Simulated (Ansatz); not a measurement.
Runs of Ansatz 0.2.0 on HgTe. The structure is tetragonal, space group I-4m2 (No. 119). The conventional cell has a = 6.091 Å, b = 6.091 Å, c = 3.119 Å, α = 90.00°, β = 90.00°, γ = 90.00°. Hg (site symmetry -4m2) has 2 Hg at 3.12 Å and 4 Te at 3.14 Å as nearest neighbours. Te (site symmetry -4m2) is surrounded by 2 Te at 3.12 Å and 4 Hg at 3.14 Å. Measurements of this composition are mostly on another form, of space group No. 216.

| level | gap on the mesh (eV) | pressure (GPa) | relaxed volume (Å³/atom) |
| --- | --- | --- | --- |
| PBEsol+D3(BJ) | none | 0.0 | 25.37 |
| PBEsol | none | 0.0 | (a) |
| PBEsol+D4 | none | 0.0 | 25.84 |
| PBEsol+D3(BJ)-ATM | none | 0.0 | 25.54 |

Alike in all rows: task relaxation of cell and atoms; potentials or basis Ansatz PAW; no spin polarisation; cell relaxed; k mesh 10 × 10 × 10; cutoff (eV) 420; smearing fermi-dirac 0.05 eV.

Q: Estimate the missing entries.

A: (a) 26.60.

Caveats: the plane-wave basis is chosen anew once the cell has moved, so the energies of steps on either side of that aren't comparable; the PAW data sets come from PBE, with cores solved anew for the run's functional, which leaves a small shift of forces and pressure; pairwise dispersion overbinds metals, which lowers pressure and volume (some runs).

A k mesh can miss the band edges, and the runs leave out spin-orbit coupling on Hg, Te.

A gap of «none» marks a metal or a gap under the smearing width.
